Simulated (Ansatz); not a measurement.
# Quasi-harmonic thermodynamics of BeS (F-43m), part 2 of 2

Wanted: α(T), C_P(T) and B(T) of BeS in the quasi-harmonic approximation.

Experimental results on record:
- heat capacity C_P per formula unit 34.2 J/mol/K and bulk modulus 105 GPa near room temperature (given in “High-Throughput Prediction of Finite-Temperature Properties using the Quasi-Harmonic Approximation”, 2016, arXiv:1603.06924)

Ansatz 0.2.0; DFT PBE+D3(BJ), scalar-relativistic, plane waves, PAW.

So far. Step 2 (A first coarse run): The start is under -2.0 GPa at this level and looks like an insulator or semiconductor on this mesh. Step 4 (Tight relaxation): The residual pressure is 0.0098 GPa, small enough for phonons. The relaxed cell has a = 4.816 Å (conventional setting).

The database entry behind the starting cell differs from later determinations by our own check (0.1 to 0.3 % short, probably kX units), so it need not match the best structure at ambient conditions.

### 5. The quasi-harmonic study

The study relaxes the crystal at several strains, solves the phonons on some of them and minimises the free energy at each temperature (static energy, vibrations, the electrons in a metal, and PV under a set pressure); the q-mesh sets how far the force constants reach.

Contents of input.yaml:

```yaml
crystal:
  lattice:
    - [0.0, 2.4079012908, 2.4079012908]
    - [2.4079012908, 0.0, 2.4079012908]
    - [2.4079012908, 2.4079012908, 0.0]
  atoms:
    - { symbol: Be, position: [0.0, 0.0, 0.0] }
    - { symbol: S, position: [0.25, 0.25, 0.25] }
kpoints:
  mp_grid: { grid: [8, 8, 8] }
hamiltonian:
  xc: pbe
  dispersion: d3bj
scf:
  occupations: { method: fixed }
output:
  eigenvalues: true
phonons:
  method: dfpt
  qmesh: [4, 4, 4]
  temperatures: { t_max: 800.0, t_step: 50 }
  thermal_expansion: {}
```

Command:

```console
> ansatz run input.yaml --threads 4 --pin off --max-ram 8192MiB --backend cpu --events-out ev --progress --plain --runs-dir out
```

Numbers of over 12 decimals in the logs are rounded to 6 here.

What it wrote:

```text
Warning: phonons: the dynamical matrix that this run interpolates holds no multipole term above the dipole-dipole one, and a site of this crystal is no centre of inversion, so its interpolated transverse optical and acoustic branches and sound speeds can stay off near Gamma, and the density of states and the thermodynamics with them. What a run solves at a wave vector of phonons.qpoints, Gamma apart, where the deck admits one, is free of this, and under fd what a larger phonons.supercell samples
[...]
Crystal: 2 atoms, lattice volume = 27.922 Å³
Basis set: ecut = 487.2 eV, 701 PW (Γ), exchange–correlation on 50×50×50 points (8 copies of the dense FFT grid, shifted against one another)
Bands: 8, of which v1, the nominal top of the filled ones, is band 4 counted from 1 (3 counted from 0)
Symmetry: 24 space group operations
[...]
k-points: 29 of 512 (time reversal used)
[...]
SCF iter   1: F=—  HF=-997.570750 eV  |F-HF|=—  |Δ(HF+E_count)|=         —  Δρ=8.75e-4  dr2=2.22e-4  ethr=1.77e-3  ⟨swp⟩=4.4  Hψ=1672  notcnv=0  defer=44
[...]
SCF iter   8: F=-997.570221 eV  HF=-997.570221 eV  |F-HF|=9.09e-13  |Δ(HF+E_count)|=  6.14e-12  Δρ=5.75e-8  dr2=1.20e-12  ethr=1.00e-12  ⟨swp⟩=7.0  Hψ=1312  notcnv=0
SCF 1 converged in 8 iterations: F = -997.570221 eV  dr2 = 1.20e-12
[...]
relax step   1: F+E_penalty+E_count = -997.57022090 eV  Δ(F+E_penalty+E_count) = +0.000e0 eV  max|allowed force component| = 1.688e-16 eV/Å  Δτ_max = 0.0000 Å  (8 SCF iters, accepted)
SCF converged after 8 iterations
Free energy (F): -997.570221 eV
[...]
Internal energy: -997.570221 eV  (E = F + TS)
E sigma→0 (E₀):  -997.570221 eV
Fermi energy:    5.586986 eV
[...]
--- Stress (GPa, compression-positive) ---
        0.010315      -0.000000      -0.000000
        0.000000       0.010315       0.000000
       -0.000000       0.000000       0.010315
  P = ⅓ Tr σ = 0.0103 GPa (0.103 kbar)
--- Band table (eV; the first three rows and the last of 29) ---
[...]
── thermal expansion: 3 new cells, 3 in all ──
thermal expansion: variable-cell relaxation of cell 1
thermal expansion: relaxation of cell 1
thermal expansion: relaxation of cell 2
thermal expansion: relaxation of cell 3
── thermal expansion: 2 new cells, 5 in all ──
thermal expansion: relaxation of cell 4
thermal expansion: lower-state search of cell 4
thermal expansion: phonons of cell 4
thermal expansion: relaxation of cell 5
thermal expansion: phonons of cell 5
── thermal expansion: 5 new cells, 10 in all ──
thermal expansion: relaxation of cell 6
thermal expansion: relaxation of cell 7
thermal expansion: relaxation of cell 8
thermal expansion: relaxation of cell 9
thermal expansion: relaxation of cell 10
thermal expansion: phonons of cell 6
thermal expansion: phonons of cell 7
--- Relaxed structure (1 steps of the walk, 1 accepted, 0 SCFs on fresh bases) ---
  F+E_penalty+E_count = -997.57022090 eV   max|allowed force component| = 1.688e-16 eV/Å
  atoms:
    - { symbol: Be, position: [0.0, 0.0, 0.0] }
    - { symbol: S, position: [0.25, 0.25, 0.25] }
--- Thermal expansion: 10 cells in 3 rounds, 0 GPa ---
  no lower state was reached at cell 4
  without vibrations: a 3.40540, b 3.40540, c 3.40540 Å, V 27.9248 Å³, B 99.99 GPa
  at 0 K: a 3.41718, b 3.41718, c 3.41718 Å, V 28.2157 Å³, B 97.54 GPa
  zero-point expansion: a +0.346, b +0.346, c +0.346, V +1.041 %
      T/K        a/Å        b/Å        c/Å       V/Å³ | expansion of a, b, c, V (1e-6/K)   | that of V in the mean from 25 °C | C_P, C_V (J/mol K of the cell) | B_T, B_S (GPa)
     0.00    3.41718    3.41718    3.41718    28.2157 |    0.00    0.00    0.00    0.00 |    7.09 |     0.000     0.000 |    97.54    97.54
   100.00    3.41725    3.41725    3.41725    28.2173 |    0.73    0.73    0.73    2.19 |   10.39 |    10.686    10.685 |    97.47    97.48
   200.00    3.41797    3.41797    3.41797    28.2350 |    3.60    3.60    3.60   10.80 |   14.58 |    26.279    26.240 |    96.95    97.10
   298.15    3.41960    3.41960    3.41960    28.2755 |    5.94    5.94    5.94   17.82 |       - |    35.860    35.705 |    96.06    96.48
   350.00    3.42073    3.42073    3.42073    28.3035 |    6.77    6.77    6.77   20.32 |   19.14 |    39.038    38.803 |    95.52    96.10
   450.00    3.42325    3.42325    3.42325    28.3661 |    7.86    7.86    7.86   23.59 |   21.11 |    43.027    42.623 |    94.42    95.32
   550.00    3.42607    3.42607    3.42607    28.4363 |    8.57    8.57    8.57   25.70 |   22.59 |    45.409    44.829 |    93.28    94.48
   650.00    3.42909    3.42909    3.42909    28.5117 |    9.06    9.06    9.06   27.18 |   23.74 |    46.951    46.192 |    92.10    93.62
   750.00    3.43227    3.43227    3.43227    28.5910 |    9.44    9.44    9.44   28.32 |   24.69 |    48.024    47.083 |    90.91    92.73
   800.00    3.43390    3.43390    3.43390    28.6318 |    9.60    9.60    9.60   28.81 |   25.11 |    48.450    47.416 |    90.31    92.28
  the static fit leaves 0.000 meV an atom of the energies and, of the stresses, 0.000 GPa of each cell's largest along a strain (root mean squares over the cells), whose Pulay part it has at -0.004 GPa
  vibrations' free energy: its fit passes through its cells
  the electrons' free energy at temperature is not in it: every band gap is over 0.83 eV
  free energies summed between the sampled wave vectors
  estimated error of the fitted expansion in any direction: up to 0.035e-6/K, at 800 K, with few degrees of freedom (an estimate, not a bound: it was exceeded on models of known expansion)
  the energies and the vibrations are of d3bj (s6 = 1.0, s8 = 0.7875, a1 = 0.4289, a2_bohr = 4.4407) at the weights and the pressure of the crystal at rest
  by sums over the sampled wave vectors an expansion of the volume parts by up to 0.45e-6/K
  by a static energy of one degree less an expansion of the volume parts by up to 0.01e-6/K
  band gaps on the cells' k-points are 2.989 to 3.175 eV
```

Wall time 2.4 min (4 threads of Arm Neoverse V2, shared host); peak memory 0.7 GiB; 9.1 min of CPU time.

Numbers from this step:

```yaml
pressure: 0.01032 GPa
volume_expansion_coefficient_at_298_k: 17.82 1e-6/K
c_p_at_298_k: 17.93 J/mol-atom/K
entropy_at_298_k: 14.84 J/mol-atom/K
isothermal_bulk_modulus_at_298_k: 96.06 GPa
grueneisen_parameter_at_298_k: 0.8165
volume_at_298_k: 14.14 Å³/atom
principal_linear_expansion_coefficients_at_298_k: 5.941, 5.941, 5.941 1e-6/K
```

Strained cells of the study; zero-point energy where phonons were solved; the pressures are stresses at a fixed cutoff and can carry an offset from the finite basis. Expansion cells, by row:

```tsv
cell	|a| (Å)	|b| (Å)	|c| (Å)	V (Å³/atom)	E - E_lowest (meV/atom)	pressure, compression positive (GPa)	gap (eV)	zero-point energy (meV/atom)
1	3.405	3.405	3.405	13.96	0	0.006	3.061	-
2	3.433	3.433	3.433	14.3	2.433	-2.279	3.116	-
3	3.378	3.378	3.378	13.63	2.546	2.507	3.004	-
4	3.406	3.406	3.406	13.96	0	-0.021	3.062	77.4
5	3.423	3.423	3.423	14.18	0.988	-1.474	3.096	76.06
6	3.431	3.431	3.431	14.29	2.243	-2.192	3.113	75.37
7	3.444	3.444	3.444	14.45	4.989	-3.209	3.138	74.36
8	3.372	3.372	3.372	13.55	3.925	3.142	2.989	-
9	3.389	3.389	3.389	13.76	0.961	1.517	3.026	-
10	3.464	3.464	3.464	14.7	11.08	-4.651	3.175	-
```

Quasi-harmonic; a, b, c are the run's own cell vectors. Expansion, by row:

```tsv
T (K)	a (Å)	b (Å)	c (Å)	alpha (deg)	beta (deg)	gamma (deg)	cell volume (Å³/cell)	alpha_a (1e-6/K)	alpha_b (1e-6/K)	alpha_c (1e-6/K)	alpha_V (1e-6/K)	C_P (J/mol-atom/K)	C_V (J/mol-atom/K)	S (J/mol-atom/K)	B_T (GPa)	B_S (GPa)	Grueneisen	extrapolation	fit error (1e-6/K)
0	3.417	3.417	3.417	60	60	60	28.22	0	0	0	0	0	0	0	97.54	97.54	-	0	0
50	3.417	3.417	3.417	60	60	60	28.22	0.1	0.1	0.1	0.3	1.136	1.136	0.346	97.53	97.53	0.218	0	0
100	3.417	3.417	3.417	60	60	60	28.22	0.73	0.73	0.73	2.19	5.343	5.343	2.373	97.47	97.48	0.339	0	0
150	3.417	3.417	3.417	60	60	60	28.22	2.06	2.06	2.06	6.19	9.547	9.542	5.349	97.28	97.33	0.536	0	0
200	3.418	3.418	3.418	60	60	60	28.23	3.6	3.6	3.6	10.8	13.14	13.12	8.606	96.95	97.1	0.678	0	0.01
250	3.419	3.419	3.419	60	60	60	28.25	4.93	4.93	4.93	14.79	15.93	15.88	11.85	96.53	96.8	0.765	0	0.01
298.1	3.42	3.42	3.42	60	60	60	28.28	5.94	5.94	5.94	17.82	17.93	17.85	14.84	96.06	96.48	0.816	0	0.01
300	3.42	3.42	3.42	60	60	60	28.28	5.97	5.97	5.97	17.92	18	17.92	14.95	96.04	96.47	0.818	0	0.01
350	3.421	3.421	3.421	60	60	60	28.3	6.77	6.77	6.77	20.32	19.52	19.4	17.84	95.52	96.1	0.852	0	0.01
400	3.422	3.422	3.422	60	60	60	28.33	7.38	7.38	7.38	22.15	20.65	20.49	20.53	94.98	95.72	0.876	0	0.01
450	3.423	3.423	3.423	60	60	60	28.37	7.86	7.86	7.86	23.59	21.51	21.31	23.01	94.42	95.32	0.893	0	0.01
500	3.425	3.425	3.425	60	60	60	28.4	8.25	8.25	8.25	24.75	22.18	21.93	25.31	93.85	94.91	0.906	0	0.01
550	3.426	3.426	3.426	60	60	60	28.44	8.57	8.57	8.57	25.7	22.7	22.41	27.45	93.28	94.48	0.916	0	0.01
600	3.428	3.428	3.428	60	60	60	28.47	8.83	8.83	8.83	26.49	23.13	22.79	29.45	92.69	94.05	0.924	0	0.01
650	3.429	3.429	3.429	60	60	60	28.51	9.06	9.06	9.06	27.18	23.48	23.1	31.31	92.1	93.62	0.931	0	0.01
700	3.431	3.431	3.431	60	60	60	28.55	9.26	9.26	9.26	27.78	23.77	23.34	33.06	91.51	93.17	0.936	0	0.02
750	3.432	3.432	3.432	60	60	60	28.59	9.44	9.44	9.44	28.32	24.01	23.54	34.71	90.91	92.73	0.941	0	0.02
800	3.434	3.434	3.434	60	60	60	28.63	9.6	9.6	9.6	28.81	24.23	23.71	36.27	90.31	92.28	0.946	0	0.03
```

The expansion coefficient by temperature; values in 1e-6/K:

```tsv
temperature (K)	volume	principal 1
0	0	0
50	0.3	0.1
100	2.19	0.73
150	6.19	2.06
200	10.8	3.6
250	14.8	4.93
298	17.8	5.94
300	17.9	5.97
350	20.3	6.77
400	22.1	7.38
450	23.6	7.86
500	24.8	8.25
550	25.7	8.57
600	26.5	8.83
650	27.2	9.06
700	27.8	9.26
750	28.3	9.44
800	28.8	9.6
```

At 298 K the volume expansion is 17.8 × 10⁻⁶/K and B_T is 96.1 GPa. The program raised the cutoff to 487.2 eV by itself: with no cutoff typed, the study takes about 1.16 times the default for its relaxations and scales it with the volume for the phonons.

### 6. Results

| Quantity | Value |
| --- | --- |
| settings of these figures | PBE+D3(BJ), 487.2 eV, k 8×8×8, q 4×4×4 |
| volume expansion coefficient at 298 K | 17.82 1e-6/K |
| C_P at 298 K | 17.93 J/mol-atom/K |
| entropy at 298 K | 14.84 J/mol-atom/K |
| isothermal bulk modulus at 298 K | 96.06 GPa |
| Grüneisen parameter at 298 K | 0.8165 |
| volume at 298 K | 14.14 Å³/atom |
| principal linear expansion coefficients at 298 K | 5.941, 5.941, 5.941 1e-6/K |

In words: Near room temperature BeS expands by 17.8 × 10⁻⁶/K in volume by PBE+D3(BJ), with C_P = 17.9 J/(mol K) per mole of atoms and B_T = 96.1 GPa. C_P at room temperature is 72 % of the classical 3R an atom, so the stiffest modes are still partly frozen out. A measured bulk modulus near room temperature is 105 GPa (arXiv:1603.06924); the calculated 96.1 GPa differs by -9 %. The table does not say whether its value is isothermal or adiabatic. A measured heat capacity per formula unit near room temperature is 34.2 J/mol/K (arXiv:1603.06924); the calculated 35.9 J/mol/K differs by +5 %. The interpolation has no quadrupole term, so branches near the zone centre are less sure, since this crystal has sites that are not centres of inversion. The dispersion term is taken with its C6 weights frozen at the crystal at rest, in the force constants and, in the expansion study, in the energies too.

[Logs are printed without paths, hosts, clocks, repeated set-up lines and the standing remarks that a program may print on its own settings, such as how far it seeks lower states.]

[Hosts, paths, dates, database ids (printed as entryN), source tags and the programs' standing remarks are cut or masked in the printed files.]

[A step with changed settings may run another functional than the one named; its input shows which.]
